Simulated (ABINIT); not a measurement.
Crystal: AlN.

```xyz
2
Lattice="0.0000 2.1840 2.1840 2.1840 0.0000 2.1840 2.1840 2.1840 0.0000" Properties=species:S:1:pos:R:3 pbc="T T T"
Al    0.0000    0.0000    0.0000
N     1.0920    1.0920    1.0920
```

Measurements of this composition are mostly on another form, of space group No. 186.

Base run:

* Program: ABINIT 10.8.3 (patched build)
* Functional: rPW86PBE
* Potentials or basis: PseudoDojo NC SR PBE v0.4.1 standard
* Cutoff: 1143 eV
* k mesh: 10 × 10 × 10
* Occupations: fermi-dirac, width 0.05 eV
* Spin: no spin polarisation

Its results: band gap on the k mesh 3.60 eV, indirect (least direct gap 4.39 eV); pressure 9.3 GPa.

Q: After a change of settings the same cell gave: band gap on the k mesh 3.79 eV, indirect (least direct gap 4.56 eV); pressure 1.2 GPa. Which change was it?
A. functional from rPW86PBE to BLYP
B. functional from rPW86PBE to HCTH407
C. functional from rPW86PBE to r2SCAN; potentials or basis from PseudoDojo NC SR PBE v0.4.1 standard to JTH PAW PBE v2.0; cutoff from 1143 eV to 816 eV
D. functional from rPW86PBE to LDA-Teter; potentials or basis from PseudoDojo NC SR PBE v0.4.1 standard to PseudoDojo NC SR LDA v0.4.1 standard

A: B.

Caveats: the potentials were made for another functional, which shifts forces and pressure.
